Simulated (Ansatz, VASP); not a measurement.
**InP in VASP and in Ansatz**

```
In P
1.0
     0.00000    2.97974    2.97974
     2.97974    0.00000    2.97974
     2.97974    2.97974    0.00000
In P
1 1
Direct
  0.00000 0.00000 0.00000
  0.25000 0.25000 0.25000
```

Alike in both runs: functional PBE; k mesh 10 × 10 × 10; occupations fermi-dirac, width 0.02 eV; no spin polarisation.

Ansatz relaxed the structure, and its values are those at the end. VASP's run is a single point on that final structure, the one shown.

|  | VASP | Ansatz |
| --- | --- | --- |
| version | VASP 6.6.1 | Ansatz 0.2.0 |
| potentials or method | VASP PAW PBE potentials, release 64 (In_d, P) | PAW with Ansatz's default frozen-core files, scalar-relativistic |
| plane-wave cutoff (eV) | 520 | 420 |
| valence electrons in the cell | 18 | 18 |

```tsv
	VASP	Ansatz	Ansatz less VASP
pressure (GPa)	-0.1	0.0	+0.05
```

With one functional, cell and mesh, what is left measures potentials, basis and numerics.
